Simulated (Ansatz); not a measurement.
# How the smearing shapes the phonons of Os-W-Os stack of (111) layers

Does Os-W-Os stack of (111) layers have a Kohn anomaly or a soft branch that a wide smearing hides? The first relaxation steps of the session are not shown, so no cell shown is the starting entry, unless a step says so.

Program: Ansatz 0.2.0. Level of theory: DFT PBE, scalar-relativistic, plane waves, PAW; PAW set soft_1. Results are calculated unless marked as measured.

**1. The cell after earlier relaxation steps**

The cell holds 3 atoms: 2 Os and 1 W. Cell: a = 2.738 Å, b = 2.738 Å, c = 32.995 Å, α = 90.0°, β = 90.0°, γ = 120.0°. Vacuum lies along c.

**2. Relaxing tightly for phonons**

Residual forces and stress shift phonon frequencies, so the cell is relaxed again, with tight thresholds and the mesh and smearing of this input. Earlier relaxation steps are not shown.

input.yaml

```yaml
crystal:
  lattice:
    - [2.7379453787, 0.0, 0.0]
    - [-1.3689726893, 2.3711302521, 0.0]
    - [0.0, 0.0, 32.9945363865]
  atoms:
    - { symbol: Os, position: [0.0, 0.0, 0.1701774235] }
    - { symbol: W, position: [0.3333333333, 0.6666666667, 0.2363614057] }
    - { symbol: Os, position: [0.6666666667, 0.3333333333, 0.3025453878] }
  periodic: [true, true, false]
kpoints:
  mp_grid: { grid: [12, 12, 1] }
hamiltonian:
  xc: pbe
  pseudopotentials: { kind: paw, azcp: { folder: soft_1 } }
scf:
  occupations: { method: methfessel_paxton, width: 0.2 }
output:
  forces: true
  stress: true
  eigenvalues: true
relax:
  adjacent_minimum: "off"
  f_tol: 0.001
  max_steps: 60
  cell: { stress_2d_tol: 0.002 }
```

The run is started by

```bash
$ ansatz run input.yaml --threads 4 --pin off --max-ram 12288MiB --backend cpu --events-out ev --progress --plain --runs-dir out
```

Numbers of over 12 decimals in the logs are rounded to 6 here.

Output:

```text
[the first part of the log is left out]
  E_vxc        = -720.134571  (∫ρ·V_xc dr)
  E_paw        = -26672.865155  (= ΣΔE_a)
  E_vpaw       = -662.884275  (= ΣTr[D̂ρ^β])
  E_aug_tail   = 0.001038  (compensation charges beyond the density's cutoff)
  E_ewald      = 84603.400492
  E_smearing   = -0.005170  (= −TS)
  E_closure    = 0.000000  (closes the sum)
  Σ components = -33155.359067   (vs F -33155.359067, Δ=0.00e0)
--- Forces (eV/Å), atoms counted from 1 ---
  atom   1  Os     0.00000000     0.00000000     0.00001850
  atom   2  W      0.00000000    -0.00000000     0.00000000
  atom   3  Os    -0.00000000    -0.00000000    -0.00001850
  max |Σ_I F_I| component: 8.41e-30 eV/Å
--- 2D stress c σ (N/m, compression-positive) ---
       -0.000021      -0.000000       0.000000
       -0.000000      -0.000021      -0.000000
        0.000000      -0.000000      -0.000000
  P = ½ c Tr σ = -0.0000 N/m
--- Band table (eV; the first three rows and the last of 19) ---
  k-point 0: bands = ["-90.8862", "-90.8861", "-78.7845", "-50.2995", "-50.2726", "-49.9025", "-49.9025", "-49.9023", "-49.9023", "-43.1245", "-42.3871", "-42.3871", "-14.2225", "-12.5105", "-11.7576", "-7.6256", "-7.1238", "-7.1238", "-6.8977", "-6.8592", "-6.8592", "-6.2340", "-6.2340", "-5.6329", "-4.3457", "-4.1280", "-4.1280", "-3.6594"]
  k-point 1: bands = ["-90.8824", "-90.8823", "-78.7763", "-50.2913", "-50.2663", "-49.9538", "-49.9534", "-49.9146", "-49.9143", "-43.1124", "-42.4808", "-42.4083", "-13.9314", "-12.2276", "-11.4595", "-7.8150", "-7.3218", "-7.2108", "-6.9023", "-6.6552", "-6.6223", "-6.4240", "-6.1274", "-6.0602", "-4.7962", "-4.3289", "-3.9058", "-3.5520"]
  k-point 2: bands = ["-90.8720", "-90.8719", "-78.7540", "-50.2689", "-50.2490", "-50.0927", "-50.0910", "-49.9475", "-49.9470", "-43.0794", "-42.7312", "-42.4658", "-13.1410", "-11.4924", "-10.6923", "-8.3378", "-7.8642", "-7.6398", "-6.9377", "-6.8820", "-6.3165", "-6.2601", "-5.9368", "-5.6656", "-5.3050", "-4.6452", "-3.9404", "-3.2642"]
  k-point 18: bands = ["-90.8218", "-90.8218", "-78.6461", "-50.4273", "-50.4189", "-50.4172", "-50.4172", "-50.1620", "-50.1620", "-43.3059", "-43.3059", "-42.9213", "-9.5770", "-9.5770", "-9.5474", "-8.3654", "-8.3654", "-7.6316", "-7.2304", "-7.2011", "-7.2011", "-7.1873", "-4.2047", "-4.2047", "-2.9474", "-2.9474", "-1.0144", "1.9265"]
--- Relaxed structure (5 steps of the walk, 5 accepted, 1 SCFs on fresh bases) ---
  F+E_penalty+E_count = -33155.35906672 eV   max|allowed force component| = 1.850e-5 eV/Å   (the final SCF, on the basis selected at the relaxed cell)
  cell:  # Å, volume = 213.9581 Å³
    - [2.736390, -2.8851092336256767e-11, 0]
    - [-1.368195, 2.369783, 0]
    - [0, 0, 32.9945363865]
  atoms:
    - { symbol: Os, position: [0, 0, 0.170088] }
    - { symbol: W, position: [0.333333, 0.666667, 0.236361] }
    - { symbol: Os, position: [0.666667, 0.333333, 0.302635] }
```

Elapsed: 11 s, on 4 threads of Arm Neoverse V2, shared host; peak memory 0.58 GiB.

Little changed from the start: no atom moved by 0.005 Å and no cell edge by 0.1 %.

Numbers from this step:

- metallic on mesh: yes
- gap on the k-mesh: 0 eV

**3. Wavevectors along a line: Fermi–Dirac smearing of 0.1 eV**

Each wavevector is solved by itself, so no interpolation smooths a dip of the branch.

input.yaml

```yaml
crystal:
  lattice:
    - [2.7363900865, 0.0, 0.0]
    - [-1.3681950432, 2.3697833296, 0.0]
    - [0.0, 0.0, 32.9945363865]
  atoms:
    - { symbol: Os, position: [0.0, 0.0, 0.1700875458] }
    - { symbol: W, position: [0.3333333333, 0.6666666667, 0.2363614057] }
    - { symbol: Os, position: [0.6666666667, 0.3333333333, 0.3026352655] }
  periodic: [true, true, false]
kpoints:
  mp_grid: { grid: [18, 18, 1] }
hamiltonian:
  xc: pbe
  pseudopotentials: { kind: paw, azcp: { folder: soft_1 } }
scf:
  occupations: { method: fermi_dirac, width: 0.1 }
output:
  eigenvalues: true
phonons:
  method: dfpt
  qpoints:
    - [0, 0, 0]
    - [0.166666667, 0.0, 0.0]
    - [0.333333333, 0.0, 0.0]
    - [0.5, 0.0, 0.0]
```

Output:

```text
Warning: crystal.symmetry: narrowed to the stabiliser of the run's FFT grids — unitary ops 12 → 6. A phonons.method: dfpt run fills in the rows of the dynamical matrix that it does not solve by its symmetry operations, which is exact only for operations that map its FFT grids onto themselves: filled in by any other, the frequencies could depend on the order in which like atoms are typed, or, by more than the grids' own error, on where the crystal sits among the grids' points. Excluded: 6 operations. The run can therefore solve more perturbations, solve them on more k-points, or both, and cost more. [rest of the remark cut]
The run solves and reports these wavevectors of phonons.qpoints, in the list's order, at another value: [0.166666667, 0.0, 0.0] as [0.166667, 0.0, 0.0], [0.333333333, 0.0, 0.0] as [0.333333, 0.0, 0.0].
[...]
Crystal: 3 atoms, lattice volume = 213.958 Å³
Basis set: ecut = 420 eV, 4197 PW (Γ), exchange–correlation on 40×40×450 points (8 copies of the dense FFT grid, shifted against one another)
Bands: 28, of which v1, the nominal top of the filled ones, is band 23 counted from 1 (22 counted from 0)
Symmetry: 12 space group operations
k-points: 37 of 324 (irreducible under 6 space group operations, time reversal used)
[...]
SCF iter   1: F=—  HF=-33156.698174 eV  |F-HF|=—  |Δ(HF+E_count)|=         —  Δρ=3.04e-2  dr2=1.00e1  ethr=3.10e-3  ⟨swp⟩=14.2  Hψ=8443  notcnv=0
[...]
SCF iter  12: F=-33155.415799 eV  HF=-33155.415799 eV  |F-HF|=2.91e-11  |Δ(HF+E_count)|=  3.06e-10  Δρ=3.97e-8  dr2=3.48e-12  ethr=1.00e-12  ⟨swp⟩=16.0  Hψ=8826  notcnv=0
SCF 1 converged in 12 iterations: F = -33155.415799 eV  dr2 = 3.48e-12
[...]
NSCF: frozen V_eff on 37 k-points
WARN: eigensolver did not converge (k=6): 1 band(s) unlocked after 2 eigensolves, warm-restarted (20 sweeps on the last) at ethr=1.67e-12 eV (storage-precision floor; scheduled 1.00e-12 eV) (lowest unlocked band 27, counted from 0; max residual 6.64e-5 eV among the unlocked bands, 6.64e-5 eV over every band; other slots of this pass that fall short are told together in one closing line; warning suppressed until the next SCF loop or pass starts)
WARN: eigensolver did not converge in 10 slots of this pass, the one above among them; of largest residual over every band (k=34): 1 band(s) unlocked (lowest unlocked band 27, counted from 0; max residual 1.15e-1 eV among the unlocked bands, 1.15e-1 eV over every band); of lowest unlocked band (k=6): band 27
[...]
DFPT response loops at q = (0, 0, 0) (fractional): preconditioner auto → none (partly filled bands, converged f_vac=0.738); β = 0.50; Broyden in place of MSR1
[...]
SCF converged after 12 iterations
Free energy (F): -33155.415799 eV
[...]
Internal energy: -33155.280013 eV  (E = F + TS)
E sigma→0 (E₀):  -33155.347906 eV
Entropy (-TS):   -0.135786 eV (-45.262 meV/atom)
Fermi energy:    -5.047175 eV
[...]
--- Band table (eV; the first three rows and the last of 37) ---
  k-point 0: bands = [... 19 lower, -6.9068, -6.9068, -6.2409, -6.2409, -5.6509, -4.3627, -4.1599, -4.1599, ... 1 higher]
  k-point 1: bands = [... 19 lower, -6.8011, -6.7624, -6.3349, -6.1617, -5.9096, -4.6002, -4.2592, -3.9902, ... 1 higher]
  k-point 2: bands = [... 19 lower, -6.6447, -6.5144, -6.4884, -6.3983, -5.9506, -5.0206, -4.4700, -3.9257, ... 1 higher]
  k-point 36: bands = [... 19 lower, -7.2416, -7.2416, -7.2241, -4.2183, -4.2183, -2.9691, -2.9691, -1.0315, ... 1 higher]
--- Phonons (Γ-DFPT): 6 representative perturbations + reference (Σ response iterations 31) ---
  ASR residual: 4.971e-4 → 0.000e0 eV/Å²; symmetrization residual: 6.249e-5 eV/Å²
  The last average, over the group as it would stand without the narrowing to the FFT grids, took up to 1.504e-6 eV/Å² of the zone centre's force constants
  ASR residual per site (eV/Å²): 4.96e-4 3.09e-4 4.97e-4
  Γ frequencies (cm⁻¹): 0.00 0.00 0.00 66.40 66.40 96.49 96.49 130.30 179.91
  non-analytic LO–TO correction: not included (Born effective charges unavailable; polar crystals: no LO–TO splitting at Γ)
--- Phonons (arbitrary-q DFPT): 4 explicit q-points ---
  q = [0, 0, 0] (of the zone-centre solve; hermiticity 8.47e-6, symmetrization 2.43e-11, taken by the last average 1.02e-7): -0.00 -0.00 0.00 66.40 66.40 96.49 96.49 130.30 179.91
  q = [0.166667, 0, 0] (6 solved perturbations in 1485 linear systems a pass and spin channel, the states on 324 of 324 k-point pairs; hermiticity 6.20e-6, symmetrization 2.78e-10, taken by the last average 1.26e-6): 41.49 55.21 85.53 89.47 92.43 105.72 113.12 143.67 188.15
[...]
sum rule: each row above includes the acoustic sum rule's correction from the zone centre's row sums; it moved no ω² by more than (0.84 cm⁻¹)²
```

Wall time 11 min (4 threads); peak memory 3.5 GiB.

The column dr2 measures how far the density is from self-consistency, as an energy; F and HF (Harris–Foulkes) agree once it is small.

Each wavevector solved by linear response. Frequency against |q| along the line; 7 of 9 lines:

| \|q\| along the line (Å⁻¹) | mode 1 (cm⁻¹) | mode 2 (cm⁻¹) | mode 3 (cm⁻¹) | mode 4 (cm⁻¹) | mode 5 (cm⁻¹) | mode 6 (cm⁻¹) | mode 7 (cm⁻¹) |
| --- | --- | --- | --- | --- | --- | --- | --- |
| 0.000 | 0 | 0 | 0 | 66.4 | 66.4 | 96.5 | 96.5 |
| 0.442 | 41.5 | 55.2 | 85.5 | 89.5 | 92.4 | 106 | 113 |
| 0.884 | 74.6 | 88.6 | 97.5 | 106 | 116 | 139 | 152 |
| 1.326 | 82.0 | 97.0 | 103 | 115 | 121 | 124 | 143 |

**4. Wavevectors along a line: Fermi–Dirac smearing of 0.25 eV**

Each wavevector is solved by itself, so no interpolation smooths a dip of the branch.

input.yaml: that of step 3 with these lines changed.

```diff
@@ -16,3 +16,3 @@
 scf:
-  occupations: { method: fermi_dirac, width: 0.1 }
+  occupations: { method: fermi_dirac, width: 0.25 }
 output:
```

Wider smearing eases the sum over k-points of a metal but moves the result away from its zero-temperature value.

Output:

```text
[...]
band count auto-derived: 31 (N_el = 46.0; filled up to band 23; 28 by the electrons, moments and atoms)
[...]
Crystal: 3 atoms, lattice volume = 213.958 Å³
Basis set: ecut = 420 eV, 4197 PW (Γ), exchange–correlation on 40×40×450 points (8 copies of the dense FFT grid, shifted against one another)
Bands: 31, of which v1, the nominal top of the filled ones, is band 23 counted from 1 (22 counted from 0)
Symmetry: 12 space group operations
k-points: 37 of 324 (irreducible under 6 space group operations, time reversal used)
[...]
SCF iter   1: F=—  HF=-33156.986401 eV  |F-HF|=—  |Δ(HF+E_count)|=         —  Δρ=3.02e-2  dr2=9.89e0  ethr=3.10e-3  ⟨swp⟩=13.6  Hψ=9358  notcnv=0
[...]
SCF iter  11: F=-33155.715328 eV  HF=-33155.715328 eV  |F-HF|=2.18e-11  |Δ(HF+E_count)|=   1.83e-9  Δρ=6.10e-8  dr2=7.26e-12  ethr=1.00e-12  ⟨swp⟩=21.0  Hψ=10693  notcnv=0
SCF 1 converged in 11 iterations: F = -33155.715328 eV  dr2 = 7.26e-12
[...]
SCF converged after 11 iterations
Free energy (F): -33155.715328 eV
[...]
Internal energy: -33155.066112 eV  (E = F + TS)
E sigma→0 (E₀):  -33155.390720 eV
Entropy (-TS):   -0.649216 eV (-216.405 meV/atom)
Fermi energy:    -5.028706 eV
[...]
--- Band table (eV; the first three rows and the last of 37) ---
  k-point 0: bands = [... 19 lower, -6.9143, -6.9143, -6.2693, -6.2693, -5.6676, -4.3818, -4.1845, -4.1845, ... 4 higher]
  k-point 1: bands = [... 19 lower, -6.8085, -6.7818, -6.3625, -6.1900, -5.9274, -4.6207, -4.2836, -4.0132, ... 4 higher]
  k-point 2: bands = [... 19 lower, -6.6687, -6.5358, -6.4960, -6.4183, -5.9786, -5.0427, -4.4939, -3.9471, ... 4 higher]
  k-point 36: bands = [... 19 lower, -7.2529, -7.2529, -7.2395, -4.2425, -4.2425, -2.9930, -2.9930, -1.0493, ... 4 higher]
[...]
ASR residual: 1.156e-3 → 0.000e0 eV/Å²; symmetrization residual: 3.073e-5 eV/Å²
[...]
ASR residual per site (eV/Å²): 8.66e-4 1.16e-3 8.73e-4
  Γ frequencies (cm⁻¹): 0.00 0.00 0.00 67.04 67.04 89.63 89.63 132.61 187.18
[...]
--- Phonons (arbitrary-q DFPT): 4 explicit q-points ---
[...]
```

It took 12 min on 4 threads; peak memory 3.8 GiB.

Each wavevector solved by linear response. Frequency against |q| along the line; 7 of 9 lines:

| \|q\| along the line (Å⁻¹) | mode 1 (cm⁻¹) | mode 2 (cm⁻¹) | mode 3 (cm⁻¹) | mode 4 (cm⁻¹) | mode 5 (cm⁻¹) | mode 6 (cm⁻¹) | mode 7 (cm⁻¹) |
| --- | --- | --- | --- | --- | --- | --- | --- |
| 0.000 | 0 | 0 | 0 | 67.0 | 67.0 | 89.6 | 89.6 |
| 0.442 | 40.3 | 59.0 | 87.2 | 90.9 | 97.0 | 112 | 115 |
| 0.884 | 76.1 | 92.4 | 102 | 107 | 123 | 144 | 153 |
| 1.326 | 87.6 | 100.0 | 105 | 124 | 128 | 129 | 147 |

Against step 3 (now smearing width 0.25 eV), the free energy moves by -99.8 meV an atom.

(Continued in part 2 of 2.)

[Logs are printed without paths, hosts, clocks, repeated set-up lines and the standing remarks that a program may print on its own settings, such as how far it seeks lower states.]

[Hosts, paths, dates, database ids (printed as entryN), source tags and the programs' standing remarks are cut or masked in the printed files.]
